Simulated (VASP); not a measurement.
Ge: relaxation of cell and atoms with PBEsol

The system is Ge.

```
Ge
1.0
     5.93000    0.00000    0.00000
     0.00000    5.93000    0.00000
     0.00000    0.00000    6.98000
Ge
12
Direct
  0.07500 0.07500 0.00000
  0.42500 0.57500 0.75000
  0.92500 0.92500 0.50000
  0.57500 0.42500 0.25000
  0.16670 0.37500 0.25000
  0.12500 0.66670 0.00000
  0.83330 0.62500 0.75000
  0.87500 0.33330 0.50000
  0.66670 0.12500 0.00000
  0.62500 0.83330 0.25000
  0.33330 0.87500 0.50000
  0.37500 0.16670 0.75000
```

This isn't the form of Ge at room conditions, which is diamond.

```
Program                : VASP 6.6.1
Task                   : relaxation of cell and atoms
Functional             : PBEsol
Potentials or basis    : VASP PAW PBE potentials, release 64 (Ge_d)
Cutoff                 : 600 eV
k mesh                 : 6 × 6 × 4
Occupations            : gaussian, width 0.03 eV
Spin                   : no spin polarisation
Further INCAR settings : ALGO = Normal; EDIFF = 1e-06; IBRION = 2; EDIFFG = -0.01; NSW = 90; ISIF = 3
```

```yaml
Relaxed_volume: 20.39 Å³/atom
Relaxed_cell: a = 5.925 Å, b = 5.925 Å, c = 6.971 Å, α = 90.00°, β = 90.00°, γ = 90.00°
Space_group_after_relaxing_to_0.05_Å: P4_32_12 (No. 96)
Energy_gained_by_relaxing: 16.1 meV/atom
Ionic_steps: 25
Pressure_after_relaxing: 0.0 GPa
Largest_force_after_relaxing: 0.007 eV/Å
Band_gap_on_the_k_mesh: 0.46 eV, direct
```

Forces in eV/Å, atoms in the order of the input:
```
Ge   0.005  0.005  0.000
Ge  -0.005  0.005  0.000
Ge  -0.005 -0.005  0.000
Ge   0.005 -0.005  0.000
Ge  -0.004 -0.003  0.001
Ge   0.003 -0.004  0.001
Ge   0.004  0.003  0.001
Ge  -0.003  0.004  0.001
Ge  -0.004  0.003 -0.001
Ge   0.003  0.004 -0.001
Ge   0.004 -0.003 -0.001
Ge  -0.003 -0.004 -0.001
```

Step by step:
| step | energy change (eV) | largest force (eV/Å) | pressure (GPa) | volume (Å³) |
| --- | --- | --- | --- | --- |
| 1 | 0.0000 | 0.8759 | 0.49 | 245.45 |
| 2 | -0.1270 | 0.2015 | -0.24 | 247.66 |
| 3 | -0.1297 | 0.2212 | -0.35 | 248.03 |
| 4 | -0.1622 | 0.1338 | 0.19 | 246.80 |
| 5 | -0.1694 | 0.1052 | 0.33 | 246.05 |
| 6 | -0.1698 | 0.1035 | 0.31 | 245.83 |
| 7 | -0.1748 | 0.0588 | -0.09 | 247.34 |
| 8 | -0.1749 | 0.0677 | -0.16 | 247.61 |
| 9 | -0.1790 | 0.0451 | -0.35 | 247.44 |
| 10 | -0.1867 | 0.0637 | -0.24 | 246.93 |
| 11 | -0.1807 | 0.1870 | -0.39 | 245.87 |
| 12 | -0.1879 | 0.0791 | -0.33 | 246.63 |
| 13 | -0.1901 | 0.0648 | -0.18 | 246.12 |
| 14 | -0.1918 | 0.0510 | -0.18 | 245.61 |
| 15 | -0.1933 | 0.0234 | 0.04 | 244.57 |
| 16 | -0.1933 | 0.0167 | 0.10 | 244.30 |
| 17 | -0.1936 | 0.0067 | 0.08 | 244.50 |
| 18 | -0.1937 | 0.0053 | 0.09 | 244.58 |
| 19 | -0.1938 | 0.0126 | 0.01 | 244.74 |
| 20 | -0.1938 | 0.0091 | 0.13 | 244.72 |
| 21 | -0.1938 | 0.0118 | -0.05 | 244.73 |
| 22 | -0.1938 | 0.0036 | 0.07 | 244.61 |
| 23 | -0.1938 | 0.0111 | 0.07 | 244.68 |
| 24 | -0.1938 | 0.0105 | -0.02 | 244.69 |
| 25 | -0.1938 | 0.0073 | 0.05 | 244.68 |

Final structure:
```yaml
crystal:
  lattice:
    - [5.92460, 0.00000, 0.00000]
    - [0.00000, 5.92460, 0.00000]
    - [0.00000, 0.00000, 6.97086]
  atoms:
    - { symbol: Ge, position: [0.08864, 0.08864, 0.00000] }
    - { symbol: Ge, position: [0.41136, 0.58864, 0.75000] }
    - { symbol: Ge, position: [0.91136, 0.91136, 0.50000] }
    - { symbol: Ge, position: [0.58864, 0.41136, 0.25000] }
    - { symbol: Ge, position: [0.17180, 0.36986, 0.25638] }
    - { symbol: Ge, position: [0.13014, 0.67180, 0.00638] }
    - { symbol: Ge, position: [0.82820, 0.63014, 0.75638] }
    - { symbol: Ge, position: [0.86986, 0.32820, 0.50638] }
    - { symbol: Ge, position: [0.67180, 0.13014, 0.99362] }
    - { symbol: Ge, position: [0.63014, 0.82820, 0.24362] }
    - { symbol: Ge, position: [0.32820, 0.86986, 0.49362] }
    - { symbol: Ge, position: [0.36986, 0.17180, 0.74362] }
```

Levels at points of the mesh, in eV from the valence-band top:
| k point | band 82 | band 83 | band 84 | band 85 | band 86 | band 87 |
| --- | --- | --- | --- | --- | --- | --- |
| (0.00, 0.00, 0.00) | -1.00 | -1.00 | -0.23 | 1.40 | 1.65 | 1.65 |
| (0.50, 0.00, 0.00) | -0.58 | -0.09 | -0.09 | 1.18 | 1.18 | 2.23 |
| (0.50, 0.50, 0.00) | -0.34 | -0.08 | -0.08 | 1.16 | 1.16 | 1.57 |
| (0.00, 0.00, 0.50) | -1.20 | -0.75 | -0.75 | 0.77 | 0.77 | 1.46 |
| (0.50, 0.00, 0.50) | -0.82 | -0.55 | -0.55 | 0.72 | 0.72 | 1.26 |
| (0.50, 0.50, 0.50) | -1.02 | -1.02 | -1.02 | 1.19 | 1.19 | 1.19 |

Wall time 63 min on 4 MPI ranks on Intel(R) Xeon(R) 6975P-C (Granite Rapids), on a shared host, peak memory 0.76 GiB a rank.

Caveat: the PAW data sets were made with another functional, which shifts forces and pressure a little. A k mesh can miss the band edges.
